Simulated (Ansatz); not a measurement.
## Ag under changes of volume

One of the cells (18.154 Å³/atom); the others are scaled copies at fixed shape and fractional positions:

```
CELL_PARAMETERS angstrom
-1.65565 1.65565 1.65565
1.65565 -1.65565 1.65565
1.65565 1.65565 -1.65565
ATOMIC_POSITIONS crystal
Ag 0.00000 0.00000 0.00000
```

This isn't the form of Ag at room conditions, which is fcc.

| Property | Result |
| --- | --- |
| Program | Ansatz 0.2.0 |
| Functional | PBEsol |
| Potentials or basis | Ansatz PAW |
| Cutoff | 420 eV (not typed: the program's choice for these potentials) |
| k mesh | 11 × 11 × 11 |
| Occupations | fermi-dirac, width 0.05 eV |
| Spin | no spin polarisation |

```csv
volume (Å³/atom),energy over the lowest point (meV/atom),pressure (GPa)
17.065,0.00,-1.8
17.428,6.39,-3.9
17.791,17.23,-5.7
18.154,31.92,-7.3
18.517,49.93,-8.6
18.880,70.80,-9.8
19.243,?,?
```

Problem. What does the run at 19.243 Å³/atom give?

Solution. Energy over the lowest point 94.11 meV/atom; pressure -10.8 GPa.

Worked out: A Birch-Murnaghan fit of order 3 (a polynomial in V^(-2/3)) to the other rows has its minimum at 16.80 Å³/atom, just outside them, with B0 = V·E''(V) = 116 GPa and B' = 5.6. It gives 94.12 meV/atom at 19.243 Å³/atom, against the run's 94.11, and -dE/dV = -10.8 GPa, against -10.8.

Energies are extrapolated to zero smearing.

Caveats: the PAW data sets come from PBE, with cores solved anew for the run's functional, which leaves a small shift of forces and pressure.
